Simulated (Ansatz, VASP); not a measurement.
# Ta2N in VASP and in Ansatz

Contents of POSCAR:

```
Ta2N
1.0
    3.0707906527      0.0000000000      0.0000000000
   -1.5353953264      2.6593827149      0.0000000000
    0.0000000000      0.0000000000      4.8040242697
Ta N
2 1
Direct
    0.3333333333      0.6666666667      0.2547110000
    0.6666666667      0.3333333333      0.7452890000
    0.0000000000      0.0000000000      0.0000000000
```

The input INCAR.step1:

```
ALGO = Normal
EDIFF = 1E-4
ENCUT = 520
GGA = PE
ISMEAR = -1
LASPH = T
LCHARG = F
LREAL = F
LWAVE = T
NBANDS = 20
NELM = 80
PREC = Accurate
SIGMA = 0.05
```

Contents of INCAR.step2:

```
ALGO = Normal
EDIFF = 1E-6
ENCUT = 520
ISIF = 2
ISMEAR = -1
ISTART = 1
LASPH = T
LCHARG = F
LMIXTAU = T
LREAL = F
LWAVE = F
METAGGA = R2SCAN
NBANDS = 20
NELM = 80
PREC = Accurate
SIGMA = 0.05
```

KPOINTS

```
k-points
0
Gamma
  10 10 6
```

The input input.yaml:

```yaml
crystal:
  lattice:
    - [3.0707906527, 0.0, 0.0]
    - [-1.5353953264, 2.6593827149, 0.0]
    - [0.0, 0.0, 4.8040242697]
  atoms:
    - { symbol: Ta, position: [0.3333333333, 0.6666666667, 0.254711] }
    - { symbol: Ta, position: [0.6666666667, 0.3333333333, 0.745289] }
    - { symbol: "N", position: [0.0, 0.0, 0.0] }
hamiltonian:
  xc: r2scan
  pseudopotentials: { kind: paw }
kpoints:
  mp_grid: { grid: [10, 10, 6] }
scf:
  occupations: { method: fermi_dirac, width: 0.05 }
output:
  forces: true
  stress: true
  eigenvalues: true
  write_density: true
  write_potential: true
  elf: true
  volumetric_format: npy
```

The cell comes from a database or a generator and needn't be the stable form of this composition.

Alike in both runs: task single point; functional r2SCAN; k mesh 10 × 10 × 6; occupations fermi-dirac, width 0.05 eV; no spin polarisation.

|  | VASP | Ansatz |
| --- | --- | --- |
| version | VASP 6.6.1 | Ansatz 0.2.0 |
| potentials or method | VASP PAW PBE potentials, release 64 (Ta_pv, N) | Ansatz PAW |
| plane-wave cutoff (eV) | 520 | 500 |
| valence electrons in the cell | 27 | 31 |

```csv
,VASP,Ansatz,Ansatz less VASP
gap on the k mesh at the Fermi level (eV),none,none,-
pressure (GPa),8.3,7.1,-1.22
largest component of the traceless stress (GPa),1.96,2.14,+0.177
rms of the force components (eV/Å),0.204,0.164,-0.0403
```

Atom by atom the forces differ by 0.040 eV/Å (rms over components). A gap of «none» marks a metal or a gap that the smearing closes. The two sets of potentials don't hold the same shells in valence.

Caveats: the PAW data sets were made with another functional, which shifts forces and pressure a little (VASP); the PAW data sets come from PBE, with cores solved anew for the run's functional, which leaves a small shift of forces and pressure (Ansatz). The runs have no spin-orbit coupling, so splittings on Ta are missing.
